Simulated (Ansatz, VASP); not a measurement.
# Two plane-wave programs on Si

```xyz
8
Lattice="7.1039 0.0000 0.0000 0.0000 5.3181 0.0000 0.0000 0.0000 3.4620" Properties=species:S:1:pos:R:3 pbc="T T T"
Si    0.0000    0.9026    0.5854
Si    3.5520    4.4155    2.3164
Si    3.5520    0.9026    1.1456
Si    0.0000    4.4155    2.8766
Si    1.7760    2.0381    0.8655
Si    1.7760    3.2800    2.5965
Si    5.3279    3.2800    2.5965
Si    5.3279    2.0381    0.8655
```

Alike in both runs: task relaxation of cell and atoms; functional PBE; k mesh 4 × 4 × 6; occupations gaussian, width 0.1 eV; no spin polarisation.

```csv
,VASP,Ansatz
version,VASP 6.6.1,Ansatz 0.2.0
potentials or method,"VASP PAW PBE potentials, release 64 (Si)","scalar-relativistic, plane waves, PAW"
plane-wave cutoff (eV),600,420
valence electrons in the cell,32,32
```

```tsv
	VASP	Ansatz	Ansatz less VASP
gap on the k mesh at the Fermi level, each at its own relaxed structure (eV)	0.63	0.64	+0.004
relaxed volume (Å³/atom)	20.46	20.43	-0.038
relaxed cell length with the largest relative difference (Å)	7.743	7.725	-0.0183
energy change over the relaxation (meV/atom)	-766	-769	-3.0
```

Caveats: the volume moved by over 15 % at a fixed basis, so the end points are rough. A k mesh can miss the band edges. PBE gaps usually lie below the measured ones, often by a third to a half.
